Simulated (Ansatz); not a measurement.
# CoO in Ansatz: the effect of functional

Crystal: CoO.

```
Co O
1.0
     1.61283    0.93117    2.58347
    -1.61283    0.93117    2.58347
     0.00000   -1.86234    2.58347
Co O
1 1
Cartesian
  0.0000 0.0000 7.7425
  0.0000 0.0000 5.8207
```

Measurements of this composition are mostly on another form, of space group No. 225.

The cell isn't the ideal one: volume scaled by 1.02.

Alike in all runs:

```yaml
Program: Ansatz 0.2.0
Task: single point
Potentials_or_basis: Ansatz PAW
k_mesh: 10 × 10 × 10
Occupations: fermi-dirac, width 0.05 eV
Spin: collinear spin, ferromagnetic start
Starting_moments: "[2.0, 0.0] μB"
```

One run gave: pressure 1.1 GPa; moment 3.00 μB. Which functional did it use?
A. r2SCAN
B. PBE
C. LDA
D. PBEsol

A.

```csv
functional,cutoff,pressure (GPa),moment (μB)
LDA,420 eV (not typed: the program's choice for these potentials),-17.3,2.74
PBE,420 eV (not typed: the program's choice for these potentials),-2.4,2.82
PBEsol,420 eV (not typed: the program's choice for these potentials),-9.9,2.85
r2SCAN,500 eV (not typed: the program's choice for these potentials),1.1,3.00
```

Caveats: a cell with one magnetic atom can't hold antiferromagnetic order, which such compounds often take; the PAW data sets come from PBE, with cores solved anew for the run's functional, which leaves a small shift of forces and pressure (some runs); the magnetic or orbital state may not be the lowest (some runs).
